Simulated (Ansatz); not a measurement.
Crystal: Al2O3 (Corundum).

```
Al O
1.0
     2.38025    1.37424    4.33187
    -2.38025    1.37424    4.33187
     0.00000   -2.74848    4.33187
Al O
4 6
Direct
  0.85216 0.85216 0.85216
  0.64784 0.64784 0.64784
  0.14784 0.14784 0.14784
  0.35216 0.35216 0.35216
  0.05668 0.75000 0.44332
  0.75000 0.44332 0.05668
  0.44332 0.05668 0.75000
  0.94332 0.25000 0.55668
  0.25000 0.55668 0.94332
  0.55668 0.94332 0.25000
```

Base run:

- Program: Ansatz 0.2.0
- Functional: PBE
- Potentials or basis: Ansatz PAW
- Cutoff: 420 eV (not typed: the program's choice for these potentials)
- k mesh: 7 × 7 × 7
- Occupations: fermi-dirac, width 0.05 eV
- Spin: no spin polarisation

Its results: band gap on the k mesh 6.22 eV, direct; pressure 7.3 GPa; largest force 0.029 eV/Å.

The run is repeated on the same cell with these changes: functional from PBE to LDA. What comes out?

Band gap on the k mesh 6.16 eV, direct; pressure -5.3 GPa; largest force 0.112 eV/Å.

LDA binds more tightly than PBE, so the same cell stands under less pressure.

Caveats: odd divisions of the mesh miss points on the zone boundary, where band edges often lie, so the gap on the mesh can be too wide (some runs); the PAW data sets come from PBE, with cores solved anew for the run's functional, which leaves a small shift of forces and pressure (some runs).
